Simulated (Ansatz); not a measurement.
Data:

```xyz
9
Lattice="5.0196 0.0000 0.0000 -2.5098 4.3471 0.0000 0.0000 0.0000 5.6841" Properties=species:S:1:pos:R:3 pbc="T T T"
Ge     2.2581     0.0000     4.7368
Ge    -1.1290     1.9555     0.9474
Ge     1.3808     2.3916     2.8421
O      1.2052     1.3264     4.2446
O      3.2684     0.3805     0.4551
O      3.0559     2.6402     2.3499
O     -1.3047     3.0208     5.2290
O      0.5461     1.7069     1.4396
O      0.7586     3.9666     3.3343
```

No spin polarisation.

Method: Ansatz (an electronic-structure program), PBE, PAW, cutoff 420 eV, no spin-orbit coupling. k-mesh 8×8×6 (Γ-centred); smearing 0.05 eV (Fermi–Dirac).

Q: Predict the pressure and space group.

A: The pressure (mean of the normal stresses, compression positive) is 1.83 GPa and the space group is P3_121 (No. 152).

The cells carry an imposed strain or load. Stability against distortions was not tested. The cell was made from GeO₂ (space group P3_121, No. 152) by this change: isotropic strain −1.45 %.
